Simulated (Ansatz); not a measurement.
# GaAs (rocksalt type): the cost of one run

Method: DFT, PBEsol, PAW with Ansatz's default frozen-core files, scalar-relativistic, in Ansatz 0.2.0.

### 1 Starting point

The structure is cubic, space group Fm-3m (No. 225). The conventional cell has a = 5.019 Å, b = 5.019 Å, c = 5.019 Å, α = 90.00°, β = 90.00°, γ = 90.00°. Around Ga (site symmetry m-3m) lie 6 As at 2.51 Å. Around As (site symmetry m-3m) lie 6 Ga at 2.51 Å.

As a file:

```
Ga As
1.0
     0.00000    2.50942    2.50942
     2.50942    0.00000    2.50942
     2.50942    2.50942    0.00000
Ga As
1 1
Direct
  0.00000 0.00000 0.00000
  0.50000 0.50000 0.50000
```

Whether this phase is the stable one at these pressures isn't tested.

Atoms are numbered in the order of the input: Ga1, As2.

### 2 Cell relaxed at zero pressure, PAW

input.yaml reads:

```yaml
crystal:
  lattice:
    - [0.0, 2.5094205343, 2.5094205343]
    - [2.5094205343, 0.0, 2.5094205343]
    - [2.5094205343, 2.5094205343, 0.0]
  atoms:
    - { symbol: Ga, position: [0.0, 0.0, 0.0] }
    - { symbol: As, position: [0.5, 0.5, 0.5] }
kpoints:
  mp_grid: { grid: [13, 13, 13] }
scf:
  occupations: { method: fermi_dirac, width: 0.08 }
hamiltonian:
  xc: pbesol
  pseudopotentials: { kind: paw }
output:
  forces: true
  stress: true
  write_density: true
  write_potential: true
  elf: true
  volumetric_format: npy
relax:
  f_tol: 0.005
  max_steps: 40
  cell: {}
```

The run is started by

```bash
$ ansatz run input.yaml --threads 1 --pin off --max-ram 2048MiB --backend cpu --events-out ev --progress --plain --runs-dir out
```

Q: Estimate wall time and peak memory on 1 thread of Intel Xeon 6975P-C (Granite Rapids), shared host.

About 9.5 s, with a peak of 0.41 GiB.
